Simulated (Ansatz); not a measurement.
## Y: experiment and calculation

**Measured values to compare with.**

A printed reference work, data compilation reports, for a bulk crystal of Y: lattice constant a 3.65 Å; lattice constant c 5.73 Å.

The runs below are set against these values where they give the same quantity.

The calculation used DFT r2SCAN, scalar-relativistic, plane waves, PAW (Ansatz 0.2.0).

Plane waves to 500 eV, a k mesh through Γ of 15×15×4 on the computed 4-atom cell and Gaussian smearing (0.10 eV); no spin polarisation.

Relaxed structure, symmetry kept:

```
Y
1.0
     3.63073    0.00000    0.00000
    -1.81537    3.14431    0.00000
     0.00000    0.00000   11.62604
Y
4
Direct
  0.00000 0.00000 0.00000
  0.33333 0.66667 0.25000
  0.00000 0.00000 0.50000
  0.66667 0.33333 0.75000
```

| Item | Value |
| --- | --- |
| Space group | P6_3/mmc (No. 194) |
| Volume per atom | 33.18 Å³ |
| Generalised Kohn–Sham band gap | none (metal) |
| Density of states at the Fermi level | 6.93 states/eV per cell |
| Löwdin character within 0.5 eV of the Fermi level | Y 4d 87 %, unprojected 7 % |
| Bulk modulus | 38 GPa |
| Its pressure derivative | 3.4 |

A ferromagnetic start lost its moments in a first run, so spin was left out; other magnetic orders weren't tried.

Measured lattice constant a of Y: 3.65 Å (a printed reference work, data compilation). This calculation gives 3.631 Å (-0.5 %). The measured c of this compound is far from this cell's, so the row may belong to another stacking. The measured value has few digits, which limits the comparison. Measured lattice constant c of Y: 5.73 Å (a printed reference work, data compilation). This calculation gives 11.626 Å (+102.9 %). So large a difference can come from the functional (as between layers that it hardly binds), but also from another choice of axes, another phase or a misread value. The calculation is for 0 K without zero-point motion.

Cost: 6 runs of about 9.2 core-minutes in all, on Arm Neoverse V1 (shared hosts).